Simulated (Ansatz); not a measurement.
# Dielectric response of LiF (001) films, part 2 of 6

Wanted: ε of rocksalt LiF (001) by finite fields on slabs, and the band edges against the vacuum where run.

Ansatz 0.2.0; plane-wave DFT, PBEsol, Ansatz PAW (the session's first sound run).

So far, gap on the k-mesh (eV): step 2 (relaxing the film, 6 atoms, units 3) 6.94; step 3 (the relaxed film, single point, 6 atoms, units 3) 6.94.

## (4) Single point, 6 atoms, units 3, field 0.05 V/Å

A sawtooth potential applies the field, turning back in the middle of the vacuum. With the dipole correction the typed value is the field outside the slab. The induced dipole is small, so the SCF threshold is tight.

Input file input.yaml:

```yaml
crystal:
  lattice:
    - [2.84964033, 0.0, 0.0]
    - [0.0, 2.84964033, 0.0]
    - [0.0, 0.0, 22.03]
  atoms:
    - { symbol: Li, position: [0.5, 0.5, 0.4114486497] }
    - { symbol: F, position: [0.0, 0.0, 0.4086102314] }
    - { symbol: Li, position: [0.0, 0.0, 0.5000000005] }
    - { symbol: F, position: [0.5, 0.5, 0.4999999995] }
    - { symbol: Li, position: [0.5, 0.5, 0.588551351] }
    - { symbol: F, position: [0.0, 0.0, 0.5913897678] }
kpoints:
  mp_grid: { grid: [10, 10, 1] }
hamiltonian:
  xc: pbesol
scf:
  occupations: { method: fixed }
  convergence: { dr2_threshold: 1.0e-10 }
efield:
  axis: 3
  dipole_correction: true
  ramp_position: 0.97
  ramp_width: 0.06
  amplitude: 0.05
output:
  write_potential: true
  write_density: true
  volumetric_format: npy
```

The run is started by

```sh
$ ansatz run input.yaml --threads 4 --pin off --max-ram 8192MiB --backend cpu --events-out ev --progress --plain --runs-dir out
```

Numbers of over 12 decimals in the logs are rounded to 6 here.

What it wrote:

```text
[...]
Crystal: 6 atoms, lattice volume = 178.894 Å³
Basis set: ecut = 420 eV, 3509 PW (Γ)
Bands: 21, of which v1, the nominal top of the filled ones, is band 15 counted from 1 (14 counted from 0)
Symmetry: 8 space group operations
k-points: 21 of 100
[...]
SCF iter   1: F=—  HF=-3021.585002 eV  |F-HF|=—  |Δ(HF+E_count)|=         —  Δρ=5.54e-2  dr2=6.36e0  ethr=3.10e-3  p=0.016 e·Å  D=1.64e-2 V/Å  ΔV_dip=-0.36 eV  dr2_dipole=1.19e-4  V_vac-E_F(+/−)=15.72/15.08 eV  ⟨swp⟩=5.4  Hψ=2037  notcnv=0  defer=80
[...]
SCF iter  11: F=-3019.298688 eV  HF=-3019.298688 eV  |F-HF|=2.27e-12  |Δ(HF+E_count)|=  1.76e-10  Δρ=6.86e-8  dr2=4.49e-12  ethr=1.00e-12  p=0.008 e·Å  D=7.86e-3 V/Å  ΔV_dip=-0.17 eV  dr2_dipole=9.99e-16  V_vac-E_F(+/−)=8.02/7.19 eV  ⟨swp⟩=11.1  Hψ=2256  notcnv=0
SCF 1 converged in 11 iterations: F = -3019.298688 eV  dr2 = 4.49e-12
[...]
SCF converged after 11 iterations
[...]
Free energy (F): -3019.298688 eV
[...]
Internal energy: -3019.298688 eV  (E = F + TS)
E sigma→0 (E₀):  -3019.298688 eV
Fermi energy:    -5.246602 eV
Dipole field:    D = 0.007855 V/Å  (p = 0.007766 e·Å, saw-weighted, corrected)
Work function:   not extracted (applied field tilts the vacuum); planar V_es + V_field profile in the machine report
[...]
--- Band table (eV; the first three rows and the last of 21) ---
  k-point 0: bands = [... 11 lower, -5.5855, -5.5855, -5.3651, -5.3651, 1.5362, 1.8237, 2.4671, 3.3076, ... 2 higher]
  k-point 1: bands = [... 11 lower, -5.5597, -5.5312, -5.4720, -5.3529, 1.7161, 1.9999, 2.6526, 3.4855, ... 2 higher]
  k-point 2: bands = [... 11 lower, -5.7919, -5.4919, -5.4871, -5.3229, 2.2406, 2.5162, 3.2040, 4.0135, ... 2 higher]
  k-point 20: bands = [... 11 lower, -6.5857, -6.5034, -5.7681, -5.6218, 9.0777, 9.1936, 9.1936, 9.2622, ... 2 higher]
```

Wall time 5.4 s (4 threads of Arm Neoverse N1, shared host); peak memory 0.4 GiB; 20 s of CPU time.

This step gave:

```yaml
gap_on_the_k_mesh: 6.783 eV
dipole_along_the_normal: 0.007766 e·Å
```

The dipole is 0.00777 e·Å, and the gap on the mesh 6.783 eV.

## (5) Atoms held, 6 atoms, units 3, field -0.05 V/Å

input.yaml, as its differences from that of step 4:

```diff
@@ -24,3 +24,3 @@
   ramp_width: 0.06
-  amplitude: 0.05
+  amplitude: -0.05
 output:
```

What it wrote:

```text
[...]
Crystal: 6 atoms, lattice volume = 178.894 Å³
Basis set: ecut = 420 eV, 3509 PW (Γ)
Bands: 21, of which v1, the nominal top of the filled ones, is band 15 counted from 1 (14 counted from 0)
Symmetry: 8 space group operations
k-points: 21 of 100
[...]
k-point 0: bands = [... 11 lower, -5.5855, -5.5855, -5.3651, -5.3651, 1.5362, 1.8237, 2.4671, 3.3076, ... 2 higher]
  k-point 1: bands = [... 11 lower, -5.5597, -5.5312, -5.4720, -5.3529, 1.7161, 1.9999, 2.6526, 3.4855, ... 2 higher]
  k-point 2: bands = [... 11 lower, -5.7919, -5.4919, -5.4871, -5.3229, 2.2406, 2.5163, 3.2040, 4.0135, ... 2 higher]
  k-point 20: bands = [... 11 lower, -6.5857, -6.5034, -5.7681, -5.6218, 9.0777, 9.1936, 9.1936, 9.2622, ... 2 higher]
[key lines of the parts left out:]
SCF converged after 11 iterations
Free energy (F): -3019.298688 eV
Fermi energy:    -5.246602 eV
Dipole field:    D = -0.007855 V/Å  (p = -0.007766 e·Å, saw-weighted, corrected)
```

Elapsed: 5.5 s, on 4 threads; peak memory 0.39 GiB.

The dipole is -0.00777 e·Å, and the gap on the mesh 6.783 eV.

## (6) Response with the atoms held, 6 atoms, units 3

This step: plane-wave DFT, PBEsol, Ansatz PAW; response to a field along the normal, atoms held (Ansatz 0.2.0).

The two fields give this film's response with the atoms held: the electronic part.

This step gave:

```yaml
equivalent_conductor_thickness_p_eps_0ae: 3.461 Å
distance_between_the_outer_atoms: 4.027 Å
thickness: 6.045 Å
```

Local field over the applied field, running mean. From the potentials at -0.05 and 0.05 V/Å; running mean over 2.015 Å, taken twice. Table of local field over applied field by z:

z (Å), local field over applied field and a bar from the least value:
```
      4.5      1.000 ##############################
      5.0      0.999 ##############################
      5.5      0.995 ##############################
      6.0      0.985 #############################
      6.5      0.957 ############################
      7.0      0.897 ########################
      7.5      0.802 ###################
      8.0      0.687 ############
      8.5      0.580 ######
      9.0      0.506 ##
      9.5      0.471 
     10.0      0.467 
     10.5      0.472 
     11.0      0.475 
     11.5      0.473 
     12.0      0.467 
     12.5      0.470 
     13.0      0.502 ##
     13.5      0.574 ######
     14.0      0.680 ############
     14.5      0.796 ###################
     15.0      0.892 ########################
     15.5      0.954 ###########################
     16.0      0.984 #############################
     16.5      0.995 ##############################
     17.0      0.999 ##############################
     17.5      1.000 ##############################
```

Electrons, planar mean, per unit field. Induced electron density against z:

z (Å), induced electron density (e/Å³ per V/Å) and a bar from the least value:
```
     4.11    0.00000 ###############
     4.55    0.00000 ###############
     4.85    0.00000 ###############
     5.29    0.00001 ###############
     5.58    0.00001 ###############
     6.02    0.00004 ###############
     6.32    0.00008 ###############
     6.76    0.00024 ################
     7.05    0.00046 #################
     7.49    0.00118 ####################
     7.78    0.00202 ########################
     8.22    0.00332 ##############################
     8.52    0.00268 ###########################
     8.96    0.00017 ################
     9.40   -0.00196 ######
     9.69   -0.00223 #####
    10.13    0.00066 ##################
    10.43    0.00210 ########################
    10.87    0.00014 ################
    11.16   -0.00014 ##############
    11.60   -0.00210 ######
    11.90   -0.00066 ############
    12.34    0.00223 #########################
    12.63    0.00196 ########################
    13.07   -0.00017 ##############
    13.51   -0.00268 ###
    13.81   -0.00332 
    14.25   -0.00202 ######
    14.54   -0.00118 ##########
    14.98   -0.00046 #############
    15.27   -0.00024 ##############
    15.71   -0.00008 ###############
    16.01   -0.00004 ###############
    16.45   -0.00001 ###############
    16.74   -0.00001 ###############
    17.18    0.00000 ###############
    17.48    0.00000 ###############
    17.92    0.00000 ###############
```

By hand: between -0.05 and 0.05 V/Å the dipole changes by 0.01553 e·Å, a slope of 0.1553 e·Å²/V. A perfect conductor of thickness t has p = ε₀AEt, so t = 180.95 × 0.1553 / 8.120 = 3.46 Å (e/ε₀ = 180.95 V·Å, A in Å²).

The induced dipole is that of a conductor 3.46 Å thick.

## (7) Field on, atoms free, 6 atoms, field 0.05 V/Å

This step: plane-wave DFT, PBEsol, Ansatz PAW (Ansatz 0.2.0).

Now the atoms may follow the field. A weak field makes forces of meV/Å to tens of meV/Å, so the force tolerance is set well below the usual one.

input.yaml, as its differences from that of step 5:

```diff
@@ -24,3 +24,6 @@
   ramp_width: 0.06
-  amplitude: -0.05
+  amplitude: 0.05
+relax:
+  f_tol: 0.0006
+  max_steps: 70
 output:
```

What it wrote:

```text
[...]
Crystal: 6 atoms, lattice volume = 178.894 Å³
Basis set: ecut = 420 eV, 3509 PW (Γ), exchange–correlation on 40×40×300 points (8 copies of the dense FFT grid, shifted against one another)
Bands: 21, of which v1, the nominal top of the filled ones, is band 15 counted from 1 (14 counted from 0)
Symmetry: 8 space group operations
k-points: 21 of 100
[...]
SCF iter   1: F=—  HF=-3021.584794 eV  |F-HF|=—  |Δ(HF+E_count)|=         —  Δρ=5.54e-2  dr2=6.37e0  ethr=3.10e-3  p=0.016 e·Å  D=1.64e-2 V/Å  ΔV_dip=-0.36 eV  dr2_dipole=1.19e-4  V_vac-E_F(+/−)=15.72/15.08 eV  ⟨swp⟩=5.4  Hψ=2037  notcnv=0  defer=80
[...]
SCF iter  11: F=-3019.298692 eV  HF=-3019.298692 eV  |F-HF|=2.27e-12  |Δ(HF+E_count)|=  1.59e-10  Δρ=6.74e-8  dr2=4.67e-12  ethr=1.00e-12  p=0.008 e·Å  D=7.85e-3 V/Å  ΔV_dip=-0.17 eV  dr2_dipole=3.54e-16  V_vac-E_F(+/−)=8.02/7.19 eV  ⟨swp⟩=7.0  Hψ=2003  notcnv=0
SCF 1 converged in 11 iterations: F = -3019.298692 eV  dr2 = 4.67e-12
[...]
relax step   1: F+E_penalty+E_count = -3019.29869193 eV  Δ(F+E_penalty+E_count) = +0.000e0 eV  max|allowed force component| = 2.513e-2 eV/Å  Δτ_max = 0.0000 Å  (11 SCF iters, accepted)
[...]
SCF iter   6: F=-3019.298794 eV  HF=-3019.298794 eV  |F-HF|=3.64e-12  |Δ(HF+E_count)|=   2.41e-9  Δρ=1.52e-7  dr2=1.36e-11  ethr=1.00e-12  p=0.011 e·Å  D=1.09e-2 V/Å  ΔV_dip=-0.24 eV  dr2_dipole=2.97e-13  V_vac-E_F(+/−)=8.00/7.24 eV  ⟨swp⟩=5.1  Hψ=2286  notcnv=0
SCF 2 converged in 6 iterations: F = -3019.298794 eV  dr2 = 1.36e-11
relax step   2: F+E_penalty+E_count = -3019.29879393 eV  Δ(F+E_penalty+E_count) = -1.020e-4 eV  max|allowed force component| = 2.062e-2 eV/Å  Δτ_max = 0.0017 Å  (6 SCF iters, accepted)
SCF iter   1: F=—  HF=-3019.298852 eV  |F-HF|=—  |Δ(HF+E_count)|=         —  Δρ=5.84e-5  dr2=3.64e-5  ethr=6.21e-7  p=0.011 e·Å  D=1.09e-2 V/Å  ΔV_dip=-0.24 eV  dr2_dipole=1.23e-5  V_vac-E_F(+/−)=8.01/7.24 eV  ⟨swp⟩=2.0  Hψ=1010  notcnv=0  defer=82
[...]
SCF iter   6: F=-3019.298831 eV  HF=-3019.298831 eV  |F-HF|=2.32e-11  |Δ(HF+E_count)|=  4.23e-11  Δρ=1.11e-7  dr2=9.83e-12  ethr=1.00e-12  p=0.013 e·Å  D=1.34e-2 V/Å  ΔV_dip=-0.30 eV  dr2_dipole=6.41e-13  V_vac-E_F(+/−)=8.00/7.29 eV  ⟨swp⟩=7.0  Hψ=2022  notcnv=0
SCF 3 converged in 6 iterations: F = -3019.298831 eV  dr2 = 9.83e-12
relax step   3: F+E_penalty+E_count = -3019.29883114 eV  Δ(F+E_penalty+E_count) = -3.721e-5 eV  max|allowed force component| = 2.552e-3 eV/Å  Δτ_max = 0.0013 Å  (6 SCF iters, accepted)
[...]
relax step   4: F+E_penalty+E_count = -3019.29883169 eV  Δ(F+E_penalty+E_count) = -5.468e-7 eV  max|allowed force component| = 6.533e-4 eV/Å  Δτ_max = 0.0003 Å  (5 SCF iters, accepted)
SCF iter   1: F=—  HF=-3019.298832 eV  |F-HF|=—  |Δ(HF+E_count)|=         —  Δρ=5.15e-6  dr2=8.89e-8  ethr=1.99e-9  p=0.013 e·Å  D=1.35e-2 V/Å  ΔV_dip=-0.30 eV  dr2_dipole=7.01e-10  V_vac-E_F(+/−)=8.00/7.29 eV  ⟨swp⟩=2.0  Hψ=1000  notcnv=0  defer=31
[...]
SCF iter   4: F=-3019.298832 eV  HF=-3019.298832 eV  |F-HF|=1.36e-12  |Δ(HF+E_count)|=  2.85e-10  Δρ=1.58e-7  dr2=2.17e-11  ethr=1.00e-12  p=0.013 e·Å  D=1.35e-2 V/Å  ΔV_dip=-0.30 eV  dr2_dipole=5.59e-13  V_vac-E_F(+/−)=8.00/7.29 eV  ⟨swp⟩=6.7  Hψ=2023  notcnv=0
SCF 5 converged in 4 iterations: F = -3019.298832 eV  dr2 = 2.17e-11
relax step   5: F+E_penalty+E_count = -3019.29883179 eV  Δ(F+E_penalty+E_count) = -1.045e-7 eV  max|allowed force component| = 1.585e-4 eV/Å  Δτ_max = 0.0002 Å  (4 SCF iters, accepted)
NSCF: frozen V_eff on 21 k-points
[...]
SCF converged after 4 iterations
[...]
Free energy (F): -3019.298832 eV
[...]
Internal energy: -3019.298832 eV  (E = F + TS)
E sigma→0 (E₀):  -3019.298832 eV
Fermi energy:    -5.286844 eV
Dipole field:    D = 0.013522 V/Å  (p = 0.013369 e·Å, saw-weighted, corrected)
Work function:   not extracted (applied field tilts the vacuum); planar V_es + V_field profile in the machine report
[...]
--- Forces (eV/Å), atoms counted from 1 ---
  atom   1  Li    -0.00000000     0.00000000    -0.00007490
  atom   2  F     -0.00000000     0.00000000     0.00000260
  atom   3  Li     0.00000000     0.00000000    -0.00001542
  atom   4  F     -0.00000000     0.00000000     0.00015846
  atom   5  Li    -0.00000000     0.00000000    -0.00007340
  atom   6  F     -0.00000000     0.00000000     0.00000237
  max |Σ_I F_I| component: 2.77e-7 eV/Å
--- Band table (eV; the first three rows and the last of 21) ---
  k-point 0: bands = [... 11 lower, -5.5781, -5.5781, -5.3733, -5.3733, 1.5938, 1.7657, 2.5141, 3.3002, ... 2 higher]
  k-point 1: bands = [... 11 lower, -5.5516, -5.5275, -5.4817, -5.3618, 1.7750, 1.9406, 2.6999, 3.4780, ... 2 higher]
  k-point 2: bands = [... 11 lower, -5.7953, -5.4896, -5.4811, -5.3345, 2.3012, 2.4552, 3.2520, 4.0054, ... 2 higher]
  k-point 20: bands = [... 11 lower, -6.5883, -6.5034, -5.7505, -5.6395, 9.1313, 9.1955, 9.1955, 9.2154, ... 2 higher]
--- Relaxed structure (5 steps of the walk, 5 accepted, 0 SCFs on fresh bases) ---
  F+E_penalty+E_count = -3019.29883179 eV   max|allowed force component| = 1.585e-4 eV/Å
  atoms:
    - { symbol: Li, position: [0.5, 0.5, 0.411538] }
    - { symbol: F, position: [0, 0.0, 0.408502] }
    - { symbol: Li, position: [0, 0.0, 0.500079] }
    - { symbol: F, position: [0.5, 0.5, 0.499949] }
    - { symbol: Li, position: [0.5, 0.5, 0.588643] }
    - { symbol: F, position: [0, 0.0, 0.591289] }
```

Elapsed: 13 s, on 4 threads; peak memory 0.4 GiB.

No atom moved by 0.005 Å in the relaxation.

This step gave:

```yaml
gap_on_the_k_mesh: 6.881 eV
dipole_along_the_normal: 0.01337 e·Å
```

The relaxation took 5 steps and lowered the energy by 1.4e-4 eV; the largest force on the free atoms ends at 1.6e-4 eV/Å.

The dipole is 0.0134 e·Å, and the gap on the mesh 6.881 eV.

## (8) Field on, atoms free, 6 atoms, field -0.05 V/Å

The opposite sign, again from the field-free geometry; the difference of the two cancels what relaxes without a field.

input.yaml, as its differences from that of step 7:

```diff
@@ -24,3 +24,3 @@
   ramp_width: 0.06
-  amplitude: 0.05
+  amplitude: -0.05
 relax:
```

What it wrote:

```text
[...]
Crystal: 6 atoms, lattice volume = 178.894 Å³
Basis set: ecut = 420 eV, 3509 PW (Γ), exchange–correlation on 40×40×300 points (8 copies of the dense FFT grid, shifted against one another)
Bands: 21, of which v1, the nominal top of the filled ones, is band 15 counted from 1 (14 counted from 0)
Symmetry: 8 space group operations
k-points: 21 of 100
[...]
--- Relaxed structure (5 steps of the walk, 5 accepted, 0 SCFs on fresh bases) ---
  F+E_penalty+E_count = -3019.29883179 eV   max|allowed force component| = 1.582e-4 eV/Å
  atoms:
    - { symbol: Li, position: [0.5, 0.5, 0.411357] }
    - { symbol: F, position: [0, 0.0, 0.408711] }
    - { symbol: Li, position: [0, 0.0, 0.499921] }
    - { symbol: F, position: [0.5, 0.5, 0.500051] }
    - { symbol: Li, position: [0.5, 0.5, 0.588462] }
    - { symbol: F, position: [0, 0.0, 0.591498] }
[key lines of the parts left out:]
SCF converged after 4 iterations
Free energy (F): -3019.298832 eV
Fermi energy:    -5.286844 eV
Dipole field:    D = -0.013522 V/Å  (p = -0.013369 e·Å, saw-weighted, corrected)
```

Elapsed: 13 s, on 4 threads; peak memory 0.4 GiB; 49 s of CPU time.

Hardly anything moved in the relaxation; the energy changed by under 0.2 meV an atom.

The relaxation took 5 steps and lowered the energy by 1.4e-4 eV; the largest force on the free atoms ends at 1.6e-4 eV/Å.

The dipole is -0.0134 e·Å, and the gap on the mesh 6.881 eV.

## (9) Response with the atoms relaxed, 6 atoms, units 3

This step: plane-wave DFT, PBEsol, Ansatz PAW; response to a field along the normal, atoms relaxed (Ansatz 0.2.0).

The two relaxed runs give the static response.

Numbers from this step:

- equivalent conductor thickness p/(ε₀AE): 5.958 Å

Local field over the applied field, running mean. From the potentials at -0.05 and 0.05 V/Å; running mean over 2.015 Å, taken twice. Local field over applied field against z:

```csv
z (Å),local field over applied field
4.5,1.000
5.0,0.999
5.5,0.995
6.0,0.983
6.5,0.919
7.0,0.800
7.5,0.665
8.0,0.468
8.5,0.305
9.0,0.206
9.5,0.0892
10.0,0.0669
10.5,0.0635
11.0,0.0269
11.5,0.0605
12.0,0.0682
12.5,0.0829
13.0,0.198
13.5,0.299
14.0,0.455
14.5,0.655
15.0,0.792
15.5,0.912
16.0,0.981
16.5,0.995
17.0,0.999
17.5,1.000
```

The induced dipole is that of a conductor 5.96 Å thick.

## (10) Relaxing the film, 8 atoms, units 4

This step: plane-wave DFT, PBEsol, Ansatz PAW (Ansatz 0.2.0).

System of this step: LiF (001), 4 units. The cell holds 8 atoms: 4 Li and 4 F. Its edges and angles: a = 2.850 Å, b = 2.850 Å, c = 24.045 Å, α = 90.0°, β = 90.0°, γ = 90.0°. It derives from LiF (rocksalt LiF). Vacuum lies along c.

The next thickness, treated alike, so that differences show the interior and the faces cancel.

Input file input.yaml:

```yaml
crystal:
  lattice:
    - [2.84964033, 0.0, 0.0]
    - [0.0, 2.84964033, 0.0]
    - [0.0, 0.0, 24.045]
  atoms:
    - { symbol: Li, position: [0.5, 0.5, 0.3742981909] }
    - { symbol: F, position: [0.0, 0.0, 0.3742981909] }
    - { symbol: Li, position: [0.0, 0.0, 0.458099397] }
    - { symbol: F, position: [0.5, 0.5, 0.458099397] }
    - { symbol: Li, position: [0.5, 0.5, 0.541900603] }
    - { symbol: F, position: [0.0, 0.0, 0.541900603] }
    - { symbol: Li, position: [0.0, 0.0, 0.6257018091] }
    - { symbol: F, position: [0.5, 0.5, 0.6257018091] }
kpoints:
  mp_grid: { grid: [10, 10, 1] }
hamiltonian:
  xc: pbesol
scf:
  occupations: { method: fixed }
  convergence: { dr2_threshold: 1.0e-09 }
efield:
  axis: 3
  dipole_correction: true
  ramp_position: 0.97
  ramp_width: 0.06
relax:
  f_tol: 0.003
  max_steps: 100
output:
  write_potential: true
  write_density: true
  volumetric_format: npy
```

What it wrote:

```text
[...]
Crystal: 8 atoms, lattice volume = 195.256 Å³
Basis set: ecut = 420 eV, 3853 PW (Γ), exchange–correlation on 40×40×324 points (8 copies of the dense FFT grid, shifted against one another)
Bands: 28, of which v1, the nominal top of the filled ones, is band 20 counted from 1 (19 counted from 0)
Symmetry: 8 space group operations
k-points: 21 of 100
[...]
atoms:
    - { symbol: Li, position: [0.5, 0.5, 0.377443] }
    - { symbol: F, position: [0, 0.0, 0.374704] }
    - { symbol: Li, position: [0, 0.0, 0.458032] }
    - { symbol: F, position: [0.5, 0.5, 0.458665] }
    - { symbol: Li, position: [0.5, 0.5, 0.541968] }
    - { symbol: F, position: [0, 0.0, 0.541335] }
    - { symbol: Li, position: [0, 0.0, 0.622557] }
    - { symbol: F, position: [0.5, 0.5, 0.625296] }
[key lines of the parts left out:]
SCF converged after 6 iterations
Free energy (F): -4025.855937 eV
Fermi energy:    -4.781118 eV
Dipole field:    D = -0.000000 V/Å  (p = -0.000000 e·Å, saw-weighted, corrected)
Work function:   Φ+ = 7.6857 eV   Φ− = 7.6858 eV
```

It took 21 s on 4 threads; peak memory 0.46 GiB.

Relaxation path:

```csv
step,energy less that of the first step (eV),largest force component (eV/Å)
1,0.0000,0.3355
2,-0.0181,0.1177
3,-0.0221,0.0294
4,-0.0231,0.0108
5,-0.0232,0.0017
```

The run keeps the 8 symmetry operations that it works with, so distortions that break them were not tested.

The atoms that moved most (Å):

```csv
atom,dx,dy,dz,length
Li1,0.000,0.000,0.076,0.076
Li7,0.000,0.000,-0.076,0.076
F6,0.000,0.000,-0.014,0.014
F4,0.000,0.000,0.014,0.014
F8,0.000,0.000,-0.010,0.010
F2,0.000,0.000,0.010,0.010
```

The relaxation took 5 steps and lowered the energy by 0.023 eV; the largest force on the free atoms ends at 0.0017 eV/Å.

The gap is 6.98 eV, with the valence edge 7.69 eV and the conduction edge 0.71 eV under the upper vacuum level.

(Continued in part 3 of 6.)

[Logs are printed without paths, hosts, clocks, repeated set-up lines and the standing remarks that a program may print on its own settings, such as how far it seeks lower states.]

[Hosts, paths, dates, database ids (printed as entryN), source tags and the programs' standing remarks are cut or masked in the printed files.]

[Maps of the electrostatic potential energy from Ansatz leave out the sawtooth potential of an applied field or a dipole correction, so their vacuum need not be flat; planar profiles and work functions include it.]
